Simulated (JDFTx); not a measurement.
Crystal: TiB2.

```
Ti B
1.0
     3.02920    0.00000    0.00000
    -1.51460    2.62336    0.00000
     0.00000    0.00000    3.22840
Ti B
1 2
Direct
  0.00000 0.00000 0.00000
  0.66667 0.33333 0.50000
  0.33333 0.66667 0.50000
```

Base run:

| Item | Value |
| --- | --- |
| Program | JDFTx 1.7.0 (patched build) |
| Functional | RPBE |
| Potentials or basis | PseudoDojo-SR-PBE-0.5-standard with smoothed tails |
| Cutoff | 1143 eV |
| Density cutoff | 9143 eV |
| k mesh | 10 × 10 × 8 |
| Occupations | fermi-dirac, width 0.05 eV |
| Spin | no spin polarisation |

Its results: band gap on the k mesh none (metal or under the smearing width); pressure 2.8 GPa.

Question: After a change of settings the same cell gave: band gap on the k mesh none (metal or under the smearing width); pressure 2.1 GPa. Which change was it?
A. functional from RPBE to PBE; occupations from fermi-dirac, width 0.05 eV to gaussian, width 0.011 eV
B. functional from RPBE to revPBE
C. functional from RPBE to PBE; potentials or basis from PseudoDojo-SR-PBE-0.5-standard with smoothed tails to PseudoDojo-SR-PBE-0.5-standard
D. functional from RPBE to PBE

Answer: B.

Caveats: the empty levels aren't tightly converged; the potentials were made for another functional, which shifts forces and pressure.

Not every run made on this cell is shown here.
